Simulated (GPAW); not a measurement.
# C (P6_3/mmc) in GPAW: a series of runs

Aim: see how the results for C move with the level of theory and the settings. Levels: AM05, TB-mBJ, vdW-DF-cx. Tasks: band structure, single point, equation of state.

The COD entry that gives the cell may itself be a prediction, so a difference from it is no test against experiment.

All numbers are computed with GPAW 26.7.0; they aren't measurements. Logs are shortened: lines on timing, memory, paths and dates and some standing lists are left out, and cuts for length are marked. The log counts tension as positive stress, the text compression.

### 1 The crystal as given

Symmetry: P6_3/mmc, No. 194, hexagonal system. The conventional cell has a = 2.522 Å, b = 2.522 Å, c = 8.237 Å, α = 90.00°, β = 90.00°, γ = 120.00°. Around C (site symmetry 3m) lie 4 C at 1.54 Å. C (site symmetry 3m) is surrounded by 4 C at 1.54 Å.

This is a hexagonal form of diamond, not graphite.

### 2 Band structure, AM05

File run.py:

```python
from ase.dft.bandgap import bandgap
from ase.io import write
from ase.spacegroup import crystal
from ase.units import GPa
from gpaw import GPAW, PW, setup_paths

setup_paths.insert(0, '.')

# C 4f
# C 4e
atoms = crystal(['C', 'C'],
                basis=[[0.6666666667, 0.3333333333, 0.84375],
                       [0.0, 0.0, 0.90625]],
                spacegroup=194, setting=1,  # P6_3/mmc
                cellpar=[2.5221, 2.5221, 8.2371, 90.0, 90.0, 120.0],
                primitive_cell=True)

calc = GPAW(mode=PW(800),
            xc='AM05',
            kpts={'size': (7, 7, 2), 'gamma': True},
            occupations={'name': 'fermi-dirac', 'width': 0.05},
            nbands=32,
            convergence={'density': 1e-05, 'energy': 1e-05},
            maxiter=150,
            txt='gpaw.txt')
atoms.calc = calc
energy = atoms.get_potential_energy()
forces = atoms.get_forces()
stress = atoms.get_stress()
calc.write('gs.gpw')
write('result.traj', atoms)
print(f'Energy: {energy:.6f} eV')
print('Forces (eV/A):')
print(forces.round(4))
print('Stress (GPa):', (stress / GPa).round(3))
print('Fermi level:', round(calc.get_fermi_level(), 4), 'eV')
print(f'Gap: {bandgap(calc)[0]:.4f} eV, direct: {bandgap(calc, direct=True)[0]:.4f} eV')

path = atoms.cell.bandpath('GMKGALHA,LM,KH', npoints=100, eps=1e-4)
bs_calc = calc.fixed_density(kpts=path, symmetry='off', nbands=46,
                             convergence={'bands': 'CBM+6.0', 'eigenstates': 1e-6}, txt='bands.txt')
bs = bs_calc.band_structure()
bs.write('bs.json')
print(f'Gap on the path: {bandgap(bs_calc)[0]:.4f} eV')
```

Potentials or basis: PAW data sets generated in the run's folder for this functional, pw.

Started as:

```
gpaw-setup -f AM05 C
OMP_NUM_THREADS=1 python run.py
```

gpaw.txt:

```text
__  _  _
 | _ |_)|_||  |
 |__||  | ||/\| - 26.7.0

Input parameters:
  mode=PW(ecut=800.0),
  convergence={'density': 1e-05, 'energy': 1e-05},
  kpts=MonkhorstPack(size=(7, 7, 2), gamma=True),
  maxiter=150,
  nbands=32,
  occupations=Occupations(name='fermi-dirac', width=0.05),
  xc=XC(name='AM05')

Diagonalizing LCAO Hamiltonian
Converting LCAO to pw mode

       C
           C
           C
       C

       CC

        C
       C

Atoms  # Å, Bohr magnetons
|   | symbol |         x |        y |        z |    initial magnetic moments |
|---|--------|-----------|----------|----------|-----------------------------|
| 0 |      C |  1.261050 | 0.728068 | 6.950053 | ( 0.0000,  0.0000,  0.0000) |
| 1 |      C | -0.000000 | 1.456135 | 2.831503 | ( 0.0000,  0.0000,  0.0000) |
| 2 |      C | -0.000000 | 1.456135 | 1.287047 | ( 0.0000,  0.0000,  0.0000) |
| 3 |      C |  1.261050 | 0.728068 | 5.405597 | ( 0.0000,  0.0000,  0.0000) |
| 4 |      C |  0.000000 | 0.000000 | 7.464872 | ( 0.0000,  0.0000,  0.0000) |
| 5 |      C |  0.000000 | 0.000000 | 3.346322 | ( 0.0000,  0.0000,  0.0000) |
| 6 |      C |  0.000000 | 0.000000 | 0.772228 | ( 0.0000,  0.0000,  0.0000) |
| 7 |      C |  0.000000 | 0.000000 | 4.890778 | ( 0.0000,  0.0000,  0.0000) |

Unit cell  # Å
| periodic |         x |        y |        z |  lengths |     angles |
|----------|-----------|----------|----------|----------|------------|
|      yes |  2.522100 | 0.000000 | 0.000000 | 2.522100 |  90.000000 |
|      yes | -1.261050 | 2.184203 | 0.000000 | 2.522100 |  90.000000 |
|      yes |  0.000000 | 0.000000 | 8.237100 | 8.237100 | 120.000000 |

Number of symmetries: 12
Symmetry operations  # r_c * U_cc + t_c -> r_c
|    | kind |            matrix            |
|----|------|------------------------------|
|  0 |  σ   |  1, 1, 0,  0,-1, 0,  0, 0, 1 |
|  1 |  S6  |  1, 1, 0, -1, 0, 0,  0, 0,-1 |
|  2 |  E   |  1, 0, 0,  0, 1, 0,  0, 0, 1 |
|  3 |  C2  |  1, 0, 0, -1,-1, 0,  0, 0,-1 |
|  4 |  C2  |  0, 1, 0,  1, 0, 0,  0, 0,-1 |
|  5 |  C3  |  0, 1, 0, -1,-1, 0,  0, 0, 1 |
|  6 |  S6  |  0,-1, 0,  1, 1, 0,  0, 0,-1 |
|  7 |  σ   |  0,-1, 0, -1, 0, 0,  0, 0, 1 |
|  8 |  σ   | -1, 0, 0,  1, 1, 0,  0, 0, 1 |
|  9 |  i   | -1, 0, 0,  0,-1, 0,  0, 0,-1 |
| 10 |  C3  | -1,-1, 0,  1, 0, 0,  0, 0, 1 |
| 11 |  C2  | -1,-1, 0,  0, 1, 0,  0, 0,-1 |

BZ-sampling:
  Number of BZ points: 98
  Number of IBZ points: 16

  Monkhorst-Pack size: [7, 7, 2]
  Monkhorst-Pack shift: [0.0, 0.0, 0.25]

K-points  # in reciprocal-cell coordinates
|     |                                coordinates |     weight |
|-----|--------------------------------------------|------------|
|   0 | (  0.00000000,   0.00000000,   0.00000000) | 0.01020408 |
|   1 | (  0.00000000,   0.00000000,   0.50000000) | 0.01020408 |
|   2 | (  0.14285714,   0.00000000,   0.00000000) | 0.06122449 |
|   3 | (  0.14285714,   0.00000000,   0.50000000) | 0.06122449 |
|   4 | (  0.28571429,  -0.14285714,   0.00000000) | 0.06122449 |
|   5 | (  0.28571429,  -0.14285714,   0.50000000) | 0.06122449 |
|   6 | (  0.28571429,   0.00000000,   0.00000000) | 0.06122449 |
|   7 | (  0.28571429,   0.00000000,   0.50000000) | 0.06122449 |
|   8 | (  0.42857143,  -0.14285714,   0.00000000) | 0.12244898 |
|   9 | (  0.42857143,  -0.14285714,   0.50000000) | 0.12244898 |
| ... |                                            |            |
|  15 | (  0.42857143,   0.42857143,   0.50000000) | 0.06122449 |

Plane wave coefficients: 2346
Cutoff: 800.0 eV

Spin-components: 1 (collinear spins)
Bands:           32
Projectors:      40
Spin-degeneracy: 2
Datatype:        complex128

Parallelization:
  kpt:    1
  domain: 1
  band:   1

Density:
  Valence electrons: 32.0
  Components: 1
  Grid points: [18 18 54]
  Charge: 0.0  # |e|

Potential:
  Grid points: [18 18 54]

species:
  C:
    name:    Carbon
    Z:       6.0
    valence: 4
    core:    2
    charge:  0.0  # [|e|]
    compensation charges:
      type: gauss
      rc: 0.20  # [Å]
      lmax: 2
    cutoffs:
      filter: 1.14  # [Å]
      core: 1.14  # [Å]
    projectors
    | kind |    occ | energy [eV] | rcut [Å] |
    |------|--------|-------------|----------|
    |   2s |  2.000 |     -13.603 |    0.635 |
    |   2p |  2.000 |      -5.213 |    0.635 |
    |    s |        |      13.608 |    0.635 |
    |    p |        |      21.998 |    0.635 |
    |    d |        |       0.000 |    0.635 |

    Using partial waves for C as LCAO basis

Reference energy: -8164.576118  # eV

eigensolver:
  PPCG
  Converge bands: occupied
  niter=2

density mixing:
  MSR1-Mixer
  Pratt-step length: 0.05
  Maximum mixing coefficient: 0.75
  Old densities: 10
  SVD Regularization: 0.005
  Good broyden scale: 1.0
  Trust region scale: 1.0
  Backstep threshold: 4.0
  History deletion threshold: 6.0
  Fourier metric: weight=20.0, sigma=0.015

occupation numbers:
  Fermi-Dirac:
    width: 0.0500  # eV

poisson solver:
  ecut: 6400.0  # eV

xc functional:
  name: AM05 with 2 nearest neighbor stencil

convergence criteria:
- Maximum integral of absolute [dens]ity change: 1e-05 electrons / valence electron
- Maximum [total energy] change in last 3 cyles: 1e-05 eV / valence electron
- Maximum integral of absolute [eigenst]ate change: 4e-08 eV^2 / valence electron
maximum number of iterations: 150

SCF iterations
|iter     | |      energy | eigst |  dens |
|---------|-|-------------|-------|-------|
|iter:   1| |  -77.742821 | +0.15 |       |
|iter:   2| |  -77.453963 | -2.65 | -0.81 |
|iter:   3| |  -75.657080 | -1.27 | -0.84 |
|iter:   4| |  -75.632979 | -2.44 | -1.49 |
|iter:   5| |  -75.634942 | -4.08 | -2.23 |
|iter:   6| |  -75.634951 | -5.52 | -3.31 |
|iter:   7| |  -75.634945c| -6.45 | -3.67 |
|iter:   8| |  -75.634946c| -7.78c| -4.13 |
|iter:   9| |  -75.634946c| -8.51c| -5.29c|

Converged in 9 steps
Energy contributions relative to reference atoms: (reference = -8164.576118)

Energy contributions:
  Kinetic:          68.323555
  Coulomb:         -64.443532
  Zero:              0.178916
  External:          0.000000
  Xc:              -79.693885
  Entropy:           0.000000
  Spinorbit:         0.000000
  ----------------------------
  Free energy:     -75.634946
  Extrapolated:    -75.634946

dipole moment: (-9.980136, -17.286102, 0.000016)  # |e|*Ang

Fermi level: 14.143
Eigenvalues  # (at kpt = [0.000, 0.000, 0.000])
| band index |      eig [eV] | occ [0-2] |
|------------|---------------|-----------|
|          0 |        -9.454 |     2.000 |
|        ... |               |           |
|          8 |         9.146 |     2.000 |
|          9 |        10.220 |     2.000 |
|         10 |        10.220 |     2.000 |
|         11 |        10.449 |     2.000 |
|         12 |        10.449 |     2.000 |
|         13 |        11.977 |     2.000 |
[... 8 lines left out ...]
|         22 |        20.088 |     0.000 |
|         23 |        20.088 |     0.000 |
|        ... |               |           |
|         31 |        29.229 |     0.000 |

Gap: 4.294 eV
Transition (v -> c):
  (s=0, k=0, n=15, [0.00, 0.00, 0.00]) -> (s=0, k=10, n=16, [0.43, 0.00, 0.00])
Direct/indirect transitions are different
Direct gap: 5.107 eV
Transition at: (s=0, k=0, n=15, [0.00, 0.00, 0.00])

Forces  # eV/Ang
|        x |        y |        z |
|----------|----------|----------|
| -0.00000 | -0.00000 |  0.32974 |  # C    0
|  0.00000 |  0.00000 |  0.32974 |  # C    1
|  0.00000 |  0.00000 | -0.32974 |  # C    2
| -0.00000 | -0.00000 | -0.32974 |  # C    3
| -0.00000 |  0.00000 |  0.32292 |  # C    4
| -0.00000 |  0.00000 |  0.32292 |  # C    5
| -0.00000 |  0.00000 | -0.32292 |  # C    6
| -0.00000 |  0.00000 | -0.32292 |  # C    7

Stress tensor  # eV/Ang^3
|         x |         y |         z |
|-----------|-----------|-----------|
|  0.063374 | -0.000000 |  0.000000 |
| -0.000000 |  0.063374 | -0.000000 |
|  0.000000 |  0.000000 | -0.012822 |

# Writing to gs.gpw (mode='')
```

Run time: 1.8 min. Hardware: 1 thread of Intel Xeon Platinum 8488C (Sapphire Rapids), shared host; peak memory 0.46 GiB.

What came out:

* Free energy: -75.6349 eV
* Pressure: -6.1 GPa
* Largest force: 0.330 eV/Å
* Band gap on the k mesh: 4.29 eV, indirect (least direct gap 5.11 eV)
* Band gap along the path: 4.30 eV, indirect (least direct gap 5.11 eV)

Forces in eV/Å, atoms in the order of the input:
```
C    0.000  0.000  0.330
C    0.000  0.000  0.330
C    0.000  0.000 -0.330
C    0.000  0.000 -0.330
C    0.000  0.000  0.323
C    0.000  0.000  0.323
C    0.000  0.000 -0.323
C    0.000  0.000 -0.323
```

Stress tensor (GPa, compression positive):
```
-10.15   0.00   0.00
  0.00 -10.15   0.00
  0.00   0.00   2.05
```

Levels at the corners of the path, in eV from the valence-band top:
```
point  band 14  band 15  band 16  band 17  band 18  band 19
    Γ    -0.23     0.00     0.00     5.11     5.11     5.64
    M    -4.57    -3.74    -2.95     4.33     5.49     5.73
    K    -5.73    -5.73    -4.05     6.10     6.10     7.84
    Γ    -0.23     0.00     0.00     5.11     5.11     5.64
    A    -0.69    -0.69    -0.69     5.90     5.90     5.90
    L    -4.77    -3.69    -3.69     4.69     4.69     6.97
    H    -5.40    -5.15    -5.15     5.06     5.06     9.73
    A    -0.69    -0.69    -0.69     5.90     5.90     5.90
    L    -4.77    -3.69    -3.69     4.69     4.69     6.97
    M    -4.57    -3.74    -2.95     4.33     5.49     5.73
    K    -5.73    -5.73    -4.05     6.10     6.10     7.84
    H    -5.40    -5.15    -5.15     5.06     5.06     9.73
```

Caveat: the k mesh is coarse.

[end of part 1 of 2]
